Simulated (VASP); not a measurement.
# Ta (Im-3m) in VASP: a series of runs, part 3 of 3

VASP 6.6.1.

## Step 5: Optical spectrum, LDA

Input file INCAR:

```
  PREC = Accurate
  ENCUT = 520
  EDIFF = 1E-7
  ISMEAR = 1
  SIGMA = 0.1
  LREAL = F
  LASPH = T
  NELM = 100
  ALGO = Fast
  ISIF = 2
  LWAVE = F
  LCHARG = F
  LOPTICS = T
  NEDOS = 2000
  CSHIFT = 0.1
```

Input file KPOINTS:

```
regular mesh
0
Gamma
  22 22 22
```

Input file POSCAR:

```
Ta                                      
1.0
   -1.6600000000      1.6600000000      1.6600000000
    1.6600000000     -1.6600000000      1.6600000000
    1.6600000000      1.6600000000     -1.6600000000
  Ta            
     1
Direct
     0.0000000000000000    0.0000000000000000    0.0000000000000000
```

Potentials or basis: VASP PAW LDA potentials, release 64 (Ta_pv).

Run with:

```sh
cat potpaw_LDA.64/Ta_pv/POTCAR > POTCAR
mpirun -np 1 vasp_std > vasp.out
```

OUTCAR:

```text
PREC = Accurate
   ENCUT = 520
   EDIFF = 1E-7
   ISMEAR = 1
   LREAL = F
   LASPH = T
   NELM = 100
   ISIF = 2

 ion  position               nearest neighbor table
   1  0.000  0.000  0.000-

  LATTYP: Found a body centered cubic cell.
 ALAT       =     3.3200000000

  Lattice vectors:

 A1 = (  -1.6600000000,   1.6600000000,   1.6600000000)
 A2 = (   1.6600000000,  -1.6600000000,   1.6600000000)
 A3 = (   1.6600000000,   1.6600000000,  -1.6600000000)

Analysis of symmetry for initial positions (statically):
=====================================================================
 Subroutine PRICEL returns:
 Original cell was already a primitive cell.

 Routine SETGRP: Setting up the symmetry group for a
[... 509 lines left out ...]
     1.57892     6.69198     6.69198     6.69198    -0.00000    -0.00000    -0.00000
     2.10522     9.11588     9.11588     9.11588    -0.00000     0.00000    -0.00000
     2.63153    17.79341    17.79341    17.79341     0.00000     0.00000     0.00000
[... 92 lines left out ...]
    51.57791     0.00240     0.00240     0.00240     0.00000    -0.00000     0.00000
    52.10422     0.00223     0.00223     0.00223     0.00000    -0.00000     0.00000

  frequency dependent      REAL DIELECTRIC FUNCTION (independent particle, no local field effects) density-density
     E(ev)        X           Y           Z          XY          YZ          ZX
  --------------------------------------------------------------------------------------------------------------
     0.00000    35.93150    35.93150    35.93150    -0.00000     0.00000    -0.00000
     0.52631    18.75223    18.75223    18.75223     0.00000     0.00000     0.00000
     1.05261    18.62097    18.62097    18.62097    -0.00000     0.00000    -0.00000
     1.57892    16.96347    16.96347    16.96347    -0.00000     0.00000     0.00000
     2.10522    15.91712    15.91712    15.91712    -0.00000     0.00000     0.00000
     2.63153    14.20207    14.20207    14.20207     0.00000     0.00000     0.00000
[... 92 lines left out ...]
    51.57791     0.66593     0.66593     0.66593     0.00000     0.00000    -0.00000
    52.10422     0.67809     0.67809     0.67809     0.00000     0.00000    -0.00000

  frequency dependent IMAGINARY DIELECTRIC FUNCTION (independent particle, no local field effects) current-current
     E(ev)      X         Y         Z        XY        YZ        ZX
  --------------------------------------------------------------------------------------------------------------
     0.00000   182.74879   182.74879   182.74879    -0.00000    -0.00000    -0.00000
     0.52631     9.71391     9.71391     9.71391    -0.00000    -0.00000    -0.00000
     1.05261     9.62401     9.62401     9.62401    -0.00000     0.00000    -0.00000
     1.57892     8.69256     8.69256     8.69256    -0.00000    -0.00000    -0.00000
     2.10522    10.48561    10.48561    10.48561    -0.00000    -0.00000    -0.00000
     2.63153    18.74335    18.74335    18.74335    -0.00000    -0.00000     0.00000
[... 92 lines left out ...]
    51.57791     0.00110     0.00110     0.00110    -0.00000    -0.00000     0.00000
    52.10422     0.00099     0.00099     0.00099    -0.00000    -0.00000     0.00000

  frequency dependent      REAL DIELECTRIC FUNCTION (independent particle, no local field effects) current-current
     E(ev)        X           Y           Z          XY          YZ          ZX
  --------------------------------------------------------------------------------------------------------------
     0.00000    16.39547    16.39547    16.39547    -0.00000     0.00000    -0.00000
     0.52631    18.44608    18.44608    18.44608    -0.00000    -0.00000    -0.00000
     1.05261    17.57389    17.57389    17.57389     0.00000    -0.00000     0.00000
     1.57892    16.22876    16.22876    16.22876     0.00000    -0.00000    -0.00000
     2.10522    15.12017    15.12017    15.12017    -0.00000    -0.00000    -0.00000
     2.63153    12.86677    12.86677    12.86677    -0.00000    -0.00000     0.00000
[... 92 lines left out ...]
    51.57791     0.66606     0.66606     0.66606     0.00000     0.00000    -0.00000
    52.10422     0.67823     0.67823     0.67823     0.00000     0.00000    -0.00000
```

stdout:

```text
POSCAR found type information on POSCAR Ta
 POSCAR found :  1 types and       1 ions
 scaLAPACK will be used
 LDA part: xc-table for (Slater(with rela. corr.)+CA(PZ))
 , standard interpolation
 POSCAR, INCAR and KPOINTS ok, starting setup
 FFT: planning ... GRIDC
 FFT: planning ... GRID_SOFT
 FFT: planning ... GRID
 WAVECAR not read
 entering main loop
WARNING in EDDRMM: call to ZHEGV failed, returncode =   6  3      7
WARNING in EDDRMM: call to ZHEGV failed, returncode =   8  4      7
 optical routines
 imaginary and real dielectric function
 recalculating local potential from charge density
 direction            1
 direction            2
 direction            3
```

Wall time 51 s (1 thread of Intel Xeon Platinum 8488C (Sapphire Rapids), shared host); peak memory 0.25 GiB.

What came out:

- Free energy: -12.7902 eV
- Pressure: -11.2 GPa
- Band gap on the k mesh: none (metal or under the smearing width)

Dielectric function (mean over the directions given):
```
energy (eV)  real part  imaginary part
       0.32      17.29            5.07
       0.95      19.11            5.33
       1.66      17.49            7.46
       2.29      17.86            9.23
       3.00      11.99           14.92
       3.63       5.50           15.17
       4.34       8.37           14.93
       5.05      -0.07           23.75
       5.68      -9.32           12.54
       6.39      -6.87            5.64
       7.03      -4.00            4.23
       7.74      -2.07            3.27
       8.45      -1.69            4.26
       9.08      -3.18            4.17
       9.79      -3.79            3.10
      10.42      -2.84            2.03
      11.13      -2.60            1.06
      11.76      -1.97            0.67
      12.47      -1.65            0.23
      13.18      -1.09            0.07
      13.82      -0.75            0.05
      14.53      -0.47            0.03
      15.16      -0.28            0.03
      15.87      -0.10            0.02
      16.58       0.04            0.02
      17.21       0.15            0.02
      17.92       0.26            0.01
      18.55       0.34            0.01
      19.26       0.43            0.01
      19.97       0.50            0.01
```

Caveat: independent-particle spectra lack excitons; the intraband (Drude) part of a metal's response may be missing. The run has no spin-orbit coupling, so splittings on Ta are missing.

## Step 6: Optical spectrum, PBEsol

Changes to INCAR since step 5:

```diff
@@ -12,2 +12,3 @@
   LCHARG = F
+  GGA = PS
   LOPTICS = T
```

KPOINTS is that of step 5.

POSCAR is that of step 5.

Potentials or basis: VASP PAW PBE potentials, release 64 (Ta_pv).

Run with:

```sh
cat potpaw_PBE.64/Ta_pv/POTCAR > POTCAR
mpirun -np 1 vasp_std > vasp.out
```

OUTCAR:

```text
PREC = Accurate
   ENCUT = 520
   EDIFF = 1E-7
   ISMEAR = 1
   LREAL = F
   LASPH = T
   NELM = 100
   ISIF = 2
   GGA = PS

 ion  position               nearest neighbor table
   1  0.000  0.000  0.000-

  LATTYP: Found a body centered cubic cell.
 ALAT       =     3.3200000000
[... 625 lines left out ...]
     1.06405    17.89375    17.89375    17.89375     0.00000     0.00000    -0.00000
     1.59607    16.50454    16.50454    16.50454     0.00000    -0.00000    -0.00000
     2.12810    15.63994    15.63994    15.63994     0.00000     0.00000    -0.00000
     2.66012    14.29071    14.29071    14.29071     0.00000    -0.00000     0.00000
[... 92 lines left out ...]
    52.13844     0.67591     0.67591     0.67591    -0.00000    -0.00000     0.00000
    52.67047     0.68752     0.68752     0.68752    -0.00000    -0.00000     0.00000

  frequency dependent IMAGINARY DIELECTRIC FUNCTION (independent particle, no local field effects) current-current
     E(ev)      X         Y         Z        XY        YZ        ZX
  --------------------------------------------------------------------------------------------------------------
     0.00000   191.78758   191.78758   191.78758    -0.00000    -0.00000     0.00000
     0.53202     9.35530     9.35530     9.35530     0.00000    -0.00000     0.00000
     1.06405     8.84943     8.84943     8.84943    -0.00000    -0.00000     0.00000
     1.59607     8.43296     8.43296     8.43296     0.00000    -0.00000    -0.00000
     2.12810     9.04271     9.04271     9.04271     0.00000     0.00000     0.00000
     2.66012    17.72177    17.72177    17.72177     0.00000    -0.00000     0.00000
[... 92 lines left out ...]
    52.13844     0.00102     0.00102     0.00102     0.00000     0.00000     0.00000
    52.67047     0.00092     0.00092     0.00092     0.00000     0.00000     0.00000

  frequency dependent      REAL DIELECTRIC FUNCTION (independent particle, no local field effects) current-current
     E(ev)        X           Y           Z          XY          YZ          ZX
  --------------------------------------------------------------------------------------------------------------
     0.00000    14.13647    14.13647    14.13647     0.00000     0.00000    -0.00000
     0.53202    16.87992    16.87992    16.87992     0.00000    -0.00000     0.00000
     1.06405    17.00734    17.00734    17.00734     0.00000    -0.00000     0.00000
     1.59607    15.77980    15.77980    15.77980     0.00000     0.00000     0.00000
     2.12810    14.98572    14.98572    14.98572     0.00000     0.00000     0.00000
     2.66012    13.04439    13.04439    13.04439    -0.00000    -0.00000     0.00000
[... 92 lines left out ...]
    52.13844     0.67604     0.67604     0.67604    -0.00000    -0.00000    -0.00000
    52.67047     0.68765     0.68765     0.68765    -0.00000    -0.00000    -0.00000
```

OSZICAR:

```text
N       E                     dE             d eps       ncg     rms          rms(c)
DAV:   1     0.451538759754E+02    0.45154E+02   -0.65890E+03  5904   0.117E+03
DAV:   2    -0.123728022477E+02   -0.57527E+02   -0.56551E+02  7558   0.245E+02
DAV:   3    -0.130630075427E+02   -0.69021E+00   -0.67238E+00  7051   0.267E+01
DAV:   4    -0.130681349329E+02   -0.51274E-02   -0.51140E-02  6782   0.176E+00
DAV:   5    -0.130681682131E+02   -0.33280E-04   -0.33275E-04  6601   0.124E-01    0.134E+01
RMM:   6    -0.126568343915E+02    0.41133E+00   -0.39616E-01  6026   0.653E+00    0.640E+00
RMM:   7    -0.125370287954E+02    0.11981E+00   -0.47430E-01  6485   0.653E+00    0.373E-01
RMM:   8    -0.125370287987E+02   -0.32801E-08   -0.23855E-02  6893   0.163E+00    0.437E-01
RMM:   9    -0.125373975189E+02   -0.36872E-03   -0.52143E-03  7200   0.604E-01    0.168E-01
RMM:  10    -0.125372391487E+02    0.15837E-03   -0.92218E-04  6577   0.327E-01    0.433E-02
RMM:  11    -0.125372466754E+02   -0.75267E-05   -0.98083E-05  7546   0.105E-01    0.478E-03
RMM:  12    -0.125372478339E+02   -0.11585E-05   -0.13756E-05  7688   0.314E-02    0.718E-03
RMM:  13    -0.125372485009E+02   -0.66694E-06   -0.28379E-06  7528   0.159E-02    0.938E-03
RMM:  14    -0.125372484170E+02    0.83862E-07   -0.86174E-07  5759   0.850E-03
   1 F= -.12537248E+02 E0= -.12537177E+02  d E =-.215361E-03
 imaginary and real dielectric function
```

Wall time 45 s (1 thread of Intel Xeon Platinum 8488C (Sapphire Rapids), shared host); peak memory 0.26 GiB.

What came out:

- Free energy: -12.5372 eV
- Pressure: -6.7 GPa
- Band gap on the k mesh: none (metal or under the smearing width)

Levels at points of the mesh, in eV from the Fermi level:
| k point | band 4 | band 5 | band 6 | band 7 | band 8 | band 9 |
| --- | --- | --- | --- | --- | --- | --- |
| (0.00, 0.00, 0.00) | -7.86 | 0.73 | 0.73 | 0.73 | 3.94 | 3.94 |
| (0.50, 0.00, 0.00) | -4.31 | -1.50 | 1.55 | 3.81 | 4.82 | 7.66 |
| (0.50, 0.50, 0.50) | -3.71 | -3.71 | 6.72 | 6.72 | 6.72 | 8.53 |

Dielectric function (mean over the directions given):
```tsv
energy (eV)	real part	imaginary part
0.32	16.65	5.84
0.80	17.81	4.40
1.28	16.65	7.41
1.76	16.00	7.52
2.31	17.66	8.14
2.79	12.38	14.93
3.27	10.31	16.49
3.83	5.60	13.38
4.31	8.59	13.68
4.79	6.56	17.17
5.35	-4.50	20.90
5.83	-8.80	11.21
6.30	-7.24	6.81
6.86	-4.47	4.41
7.34	-3.29	3.90
7.82	-1.91	3.44
8.30	-2.01	4.20
8.86	-2.70	4.52
9.34	-2.50	3.71
9.82	-3.88	3.28
10.37	-2.87	1.94
10.85	-3.05	1.35
11.33	-2.48	0.88
11.89	-1.92	0.73
12.37	-1.78	0.30
12.85	-1.37	0.12
13.41	-0.98	0.06
13.89	-0.74	0.04
14.36	-0.54	0.04
14.84	-0.38	0.03
15.40	-0.23	0.03
15.88	-0.11	0.02
16.36	-0.01	0.02
16.92	0.09	0.02
17.40	0.17	0.02
17.88	0.25	0.01
18.43	0.32	0.01
18.91	0.38	0.01
19.39	0.44	0.01
19.95	0.50	0.01
```

Caveat: independent-particle spectra lack excitons; the intraband (Drude) part of a metal's response may be missing; the PAW data sets were made with another functional, which shifts forces and pressure a little.

## Step 7: Density of states, PBE

POSCAR is that of step 6.

Input file INCAR.step1:

```
ALGO = Fast ; EDIFF = 1E-6
ENCUT = 520 ; GGA = PE
ISIF = 2 ; ISMEAR = 1
LASPH = T ; LCHARG = T
LMAXMIX = 4 ; LREAL = F
LWAVE = F ; NBANDS = 12
NELM = 100 ; PREC = Accurate
SIGMA = 0.1
```

Input file KPOINTS.step1:

```
k-points
0
Gamma
  22 22 22
```

Input file INCAR.step2:

```
ALGO = Fast ; EDIFF = 1E-6
ENCUT = 520 ; GGA = PE
ICHARG = 11 ; ISIF = 2
ISMEAR = -5 ; LASPH = T
LCHARG = F ; LMAXMIX = 4
LORBIT = 10 ; LREAL = F
LWAVE = F ; NBANDS = 12
NEDOS = 1001 ; NELM = 100
PREC = Accurate ; SIGMA = 0.1
```

Input file KPOINTS.step2:

```
k-points
0
Gamma
  33 33 33
```

Run with:

```sh
cat potpaw_PBE.64/Ta_pv/POTCAR > POTCAR
cp INCAR.step1 INCAR
cp KPOINTS.step1 KPOINTS
mpirun -np 1 vasp_std > vasp.out
cp INCAR.step2 INCAR
cp KPOINTS.step2 KPOINTS
mpirun -np 1 vasp_std > vasp.out
```

It took 2.4 min on 1 thread of Intel Xeon Platinum 8488C (Sapphire Rapids), shared host; peak memory 0.4 GiB.

Results (log left out):

- Valence electrons inside the program's atomic spheres: Ta 8.90

Levels at points of the mesh, in eV from the Fermi level:
| k point | band 4 | band 5 | band 6 | band 7 | band 8 | band 9 |
| --- | --- | --- | --- | --- | --- | --- |
| (0.00, 0.00, 0.00) | -7.84 | 0.75 | 0.75 | 0.75 | 3.96 | 3.96 |

States per cell in windows of 0.5 eV (zero at the Fermi level; states under -8 eV left out):
```tsv
from (eV)	total	Ta1_d	Ta1_p	Ta1_s
-8.0	0.01	0.00	0.00	0.00
-7.5	0.03	0.00	0.00	0.01
-7.0	0.03	0.00	0.00	0.01
-6.5	0.05	0.00	0.00	0.02
-6.0	0.06	0.00	0.00	0.02
-5.5	0.09	0.01	0.01	0.03
-5.0	0.11	0.01	0.01	0.03
-4.5	0.28	0.07	0.01	0.06
-4.0	0.31	0.10	0.01	0.05
-3.5	0.44	0.18	0.02	0.05
-3.0	0.51	0.23	0.02	0.04
-2.5	0.27	0.14	0.01	0.01
-2.0	0.25	0.14	0.01	0.00
-1.5	1.05	0.64	0.05	0.00
-1.0	0.66	0.38	0.04	0.01
-0.5	0.91	0.50	0.08	0.01
0.0	0.49	0.28	0.04	0.00
0.5	0.27	0.15	0.03	0.00
1.0	0.14	0.08	0.01	0.00
1.5	0.22	0.16	0.01	0.00
2.0	0.33	0.23	0.01	0.01
2.5	0.43	0.32	0.01	0.01
3.0	0.49	0.37	0.01	0.00
3.5	0.62	0.49	0.01	0.01
4.0	0.54	0.45	0.01	0.00
4.5	1.24	1.05	0.01	0.02
5.0	0.57	0.43	0.02	0.02
5.5	0.26	0.18	0.02	0.01
6.0	0.24	0.17	0.02	0.01
6.5	0.18	0.14	0.01	0.00
7.0	0.20	0.14	0.01	0.01
7.5	0.21	0.14	0.02	0.01
```

Caveat: tetrahedron occupations give inexact forces and stress in metals. Spin-orbit coupling is left out, which matters for the levels of Ta.

## Step 8: The runs side by side

```csv
task,level,potentials or basis,k mesh,further INCAR settings,k mesh for the DOS,occupations for the DOS,gap on the mesh (eV),pressure (GPa)
optical spectrum,PBE,"VASP PAW PBE potentials, release 64 (Ta_pv)",14 × 14 × 14,ALGO = Fast; EDIFF = 1e-07,-,-,none,-0.1
optical spectrum,PBE,"VASP PAW PBE potentials, release 64 (Ta_pv)",22 × 22 × 22,ALGO = Fast; EDIFF = 1e-07,-,-,none,0.1
optical spectrum,PBE,"VASP PAW PBE potentials, release 64 (Ta_pv)",32 × 32 × 32,ALGO = Fast; EDIFF = 1e-07,-,-,none,0.0
optical spectrum,LDA,"VASP PAW LDA potentials, release 64 (Ta_pv)",22 × 22 × 22,ALGO = Fast; EDIFF = 1e-07,-,-,none,-11.2
optical spectrum,PBEsol,"VASP PAW PBE potentials, release 64 (Ta_pv)",22 × 22 × 22,ALGO = Fast; EDIFF = 1e-07,-,-,none,-6.7
density of states,PBE,"VASP PAW PBE potentials, release 64 (Ta_pv)",22 × 22 × 22,ALGO = Fast; EDIFF = 1e-06; NBANDS = 12,33 × 33 × 33,tetrahedron,-,-
```

Alike in all rows: no spin polarisation; cell as given; cutoff (eV) 520; smearing methfessel-paxton 0.1 eV.

Caveats: independent-particle spectra lack excitons (some runs); the intraband (Drude) part of a metal's response may be missing (some runs); the PAW data sets were made with another functional, which shifts forces and pressure a little (some runs); tetrahedron occupations give inexact forces and stress in metals (some runs).

Total energies depend on the potentials used, so only differences within one code and one set of settings carry meaning.
